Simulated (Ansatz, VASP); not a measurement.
# Ta2H in VASP and in Ansatz

```xyz
3
Lattice="1.7205 -2.3715 0.0000 1.7205 2.3715 0.0000 0.0000 0.0000 4.7586" Properties=species:S:1:pos:R:3 pbc="T T T"
Ta    0.8602    1.1857    1.2590
Ta    0.8602   -1.1857    3.4996
H     0.0000    0.0000    0.0000
```

The cell comes from a database or a generator and needn't be the stable form of this composition.

Alike in both runs: task single point; functional r2SCAN; k mesh 6 × 6 × 4; occupations gaussian, width 0.1 eV; no spin polarisation.

```csv
,VASP,Ansatz
version,VASP 6.6.1,Ansatz 0.2.0
potentials or method,"VASP PAW PBE potentials, release 64 (Ta_pv, H)","scalar-relativistic, plane waves, PAW"
plane-wave cutoff (eV),520,500
valence electrons in the cell,23,27
```

|  | VASP | Ansatz | Ansatz less VASP |
| --- | --- | --- | --- |
| gap on the k mesh at the Fermi level (eV) | none | none | - |
| pressure (GPa) | 0.2 | -0.4 | -0.59 |
| largest component of the traceless stress (GPa) | 1.27 | 1.26 | -0.007 |
| rms of the force components (eV/Å) | 0.017 | 0.025 | +0.0088 |

Atom by atom the forces differ by 0.009 eV/Å (rms over components). A gap of «none» marks a metal or a gap that the smearing closes. The two sets of potentials don't hold the same shells in valence.

Caveats: the k mesh is coarse (spacing up to 0.38 Å⁻¹), so the values aren't converged; the PAW data sets were made with another functional, which shifts forces and pressure a little (VASP). The runs have no spin-orbit coupling, so splittings on Ta are missing.
